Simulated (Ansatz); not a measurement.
# Structures of NaCl: which is lowest?

Plane-wave DFT in Ansatz with scalar-relativistic PAW potentials, cutoff 420 eV, Γ-centred meshes chosen by cell and gap, Gaussian smearing with energies taken to zero width. Every cell was relaxed (cell and atoms) in a run of its own, within the symmetry of its start. Functional: PBE.

Relaxed structures (starts from databases or built by putting these elements on another compound's sites):
A. Pm-3m, 2 atoms in the computed cell, a = 3.505 Å; sites (symmetry × multiplicity) Na m-3m × 1, Cl m-3m × 1; start: database
B. Fm-3m, 2 atoms in the computed cell, a = 5.692 Å; sites (symmetry × multiplicity) Na m-3m × 4, Cl m-3m × 4; start: database

Q: Rank them by energy. Could pressure change the order?

A:
| structure | group | E − E(lowest) (meV/atom) | V (Å³/atom) | gap on mesh (eV) |
| --- | --- | --- | --- | --- |
| B | Fm-3m | 0.0 | 23.06 | 5.00 |
| A | Pm-3m | 155 | 21.53 | 3.97 |

B is lowest, 155 meV/atom under A. A is denser by 1.53 Å³/atom, so pressure favours it: ΔE/ΔV, with ΔE in eV and 1 eV/Å³ = 160.2 GPa, gives about 16 GPa for equal enthalpy if both cells were rigid; at such pressures compression changes ΔV much, so this is a scale only. Other structures may lie lower than all of these, and vibrations aren't counted.